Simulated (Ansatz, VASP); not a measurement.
This is a calculation of TePb for Ansatz 0.2.0.

input.yaml

```yaml
crystal:
  lattice:
    - [0.0, 3.231, 3.231]
    - [3.231, 0.0, 3.231]
    - [3.231, 3.231, 0.0]
  atoms:
    - { symbol: Pb, position: [0.0, 0.0, 0.0] }
    - { symbol: Te, position: [0.5, 0.5, 0.5] }
hamiltonian:
  xc: rpbe
  pseudopotentials: { kind: paw }
kpoints:
  mp_grid: { grid: [7, 7, 7] }
scf:
  occupations: { method: gaussian, width: 0.1 }
output:
  forces: true
  stress: true
  eigenvalues: true
```

Potentials or basis: Ansatz PAW.

Launch:

```bash
$ ansatz run input.yaml --threads 2 --pin off --max-ram 5632MiB --backend cpu --events-out ev --progress --plain --runs-dir out
```

**Question.** Set up the same calculation for VASP 6.6.1. Potentials there: VASP PAW PBE potentials, release 64 (Pb_d, Te).

**Answer.** As run (the cutoff follows the program's own potentials):

INCAR

```
  ALGO = Normal
  EDIFF = 1E-7
  ENCUT = 520
  GGA = RP
  ISIF = 2
  ISMEAR = 0
  LASPH = T
  LCHARG = F
  LREAL = F
  LWAVE = F
  NELM = 100
  PREC = Accurate
  SIGMA = 0.1
```

The input KPOINTS:

```
k-points
0
Gamma
  7 7 7
```

Contents of POSCAR:

```
TePb
1.0
    0.0000000000      3.2310000000      3.2310000000
    3.2310000000      0.0000000000      3.2310000000
    3.2310000000      3.2310000000      0.0000000000
Pb Te
1 1
Cartesian
    0.0000000000      0.0000000000      0.0000000000
    3.2310000000      3.2310000000      3.2310000000
```

Potentials or basis: VASP PAW PBE potentials, release 64 (Pb_d, Te).

Command:

```bash
$ cat potpaw_PBE.64/Pb_d/POTCAR potpaw_PBE.64/Te/POTCAR > POTCAR
$ mpirun -np 1 vasp_std > vasp.out
```

Both were run:

|  | VASP | Ansatz | Ansatz less VASP |
| --- | --- | --- | --- |
| gap on the k mesh at the Fermi level (eV) | 1.06 | 1.06 | -0.003 |
| least direct gap on the mesh (eV) | 1.06 | 1.06 | -0.003 |
| pressure (GPa) | 3.6 | 3.6 | +0.05 |

The two sets of potentials don't hold the same shells in valence.

Caveats: the PAW data sets were made with another functional, which shifts forces and pressure a little (VASP); the PAW data sets come from PBE, with cores solved anew for the run's functional, which leaves a small shift of forces and pressure (Ansatz). Spin-orbit coupling is left out, which matters for the levels of Pb, Te.
